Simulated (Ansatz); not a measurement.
**PbTe: band gap under strain**

Aim: follow the gap of rocksalt PbTe through these states: -1.0 % biaxial strain in the (111) plane, free along [111]; +0.5 % strain along z alone; +5.0 % biaxial strain in x and y, free along z. The table at the end shows which levels were run.

Program: Ansatz 0.2.0. PAW datasets, plane waves. Calculated at 0 K for a non-magnetic cell.

## (1) The structure to begin with

The unstrained cell was relaxed with r2SCAN; in each strained cell the atoms were relaxed again with r2SCAN. Names of k-points are those of the unstrained zone, where strain can split equivalent points. First state: -1.0 % biaxial strain in the (111) plane, free along [111].

The symmetry is R-3m (No. 166, trigonal); conventional cell a = 4.575 Å, c = 11.435 Å, 34.55 Å³ an atom. Around Pb lie 6 Te at 3.26 Å; around Te lie 6 Pb at 3.26 Å.

The structure in full:

```xyz
2
Lattice="0.0439 3.2790 3.2790 3.2790 0.0439 3.2790 3.2790 3.2790 0.0439" Properties=species:S:1:pos:R:3 pbc="T T T"
Pb    0.0000    0.0000    0.0000
Te    3.3010    3.3010    3.3010
```

From earlier runs on the unstrained cell: PBE 0.80 eV, r2SCAN 1.09 eV, HSE06 1.20 eV, G0W0 1.05 eV (on its mesh); a = 6.536 Å.

## (2) -1.0 % biaxial strain in the (111) plane, free along [111]: PBE

File input.yaml:

```yaml
crystal:
  lattice:
    - [0.0438811041, 3.2790395734, 3.2790395734]
    - [3.2790395734, 0.0438811041, 3.2790395734]
    - [3.2790395734, 3.2790395734, 0.0438811041]
  atoms:
    - { symbol: Pb, position: [0.0, 0.0, 0.0] }
    - { symbol: Te, position: [0.5, 0.5, 0.5] }
kpoints:
  mp_grid: { grid: [8, 8, 8] }
  band_path:
    path:
      - [0.0, 0.0, 0.0]
      - [0.5, 0.0, 0.5]
      - [0.625, 0.25, 0.625]
      - [0.375, 0.375, 0.75]
      - [0.5, 0.5, 0.5]
      - [0.5, 0.25, 0.75]
      - [0.0, 0.0, 0.5]
    npoints: 1
hamiltonian:
  xc: pbe
scf:
  occupations: { method: fermi_dirac, width: 0.02 }
  n_extra_bands: 4
output:
  forces: true
  stress: true
  eigenvalues: true
  write_density: true
  write_potential: true
  elf: true
  volumetric_format: npy
```

Launch:

```
$ ansatz run input.yaml --threads 2 --pin off --max-ram 2211MiB --backend cpu --events-out ev --progress --plain --runs-dir out
```

Further steps of the session: -1.0 % biaxial strain in the (111) plane, free along [111]: r2SCAN; -1.0 % biaxial strain in the (111) plane, free along [111]: HSE06; -1.0 % biaxial strain in the (111) plane, free along [111]: G0W0@PBE; +0.5 % strain along z alone: PBE; +0.5 % strain along z alone: r2SCAN; +0.5 % strain along z alone: HSE06; +0.5 % strain along z alone: G0W0@PBE; +5.0 % biaxial strain in x and y, free along z: PBE; +5.0 % biaxial strain in x and y, free along z: r2SCAN; +5.0 % biaxial strain in x and y, free along z: HSE06; +5.0 % biaxial strain in x and y, free along z: G0W0@PBE.

**Question.** What will these runs give?

As calculated:

Least gap in eV (negative: overlap), with the change from the unstrained cell in brackets. G0W0 is on its own coarse mesh.

```
                                                     state  volume change (%)           PBE        r2SCAN         HSE06          G0W0
-1.0 % biaxial strain in the (111) plane, free along [111]               -1.0  0.65 (-0.15)  0.93 (-0.16)  1.03 (-0.17)  0.89 (-0.16)
                               +0.5 % strain along z alone               +0.5  0.81 (+0.01)  1.10 (+0.01)  1.21 (+0.01)  1.06 (+0.01)
            +5.0 % biaxial strain in x and y, free along z               +9.6  0.83 (+0.03)  1.11 (+0.02)  1.26 (+0.06)  1.11 (+0.06)
```

With HSE06, of the states in the table -1.0 % biaxial strain in the (111) plane, free along [111] shifts the gap most, by -0.169 eV. PBE and HSE06 differ by 0.40 eV on the unstrained gap, and by at most 0.03 eV on its change: PBE follows the response to strain far better than the gap itself. Spin-orbit coupling is left out of the table, though the cell holds Pb (Z = 82); in an element this heavy it can shift bands and gaps by tenths of an eV. G0W0 values are finite-basis, finite-mesh values.
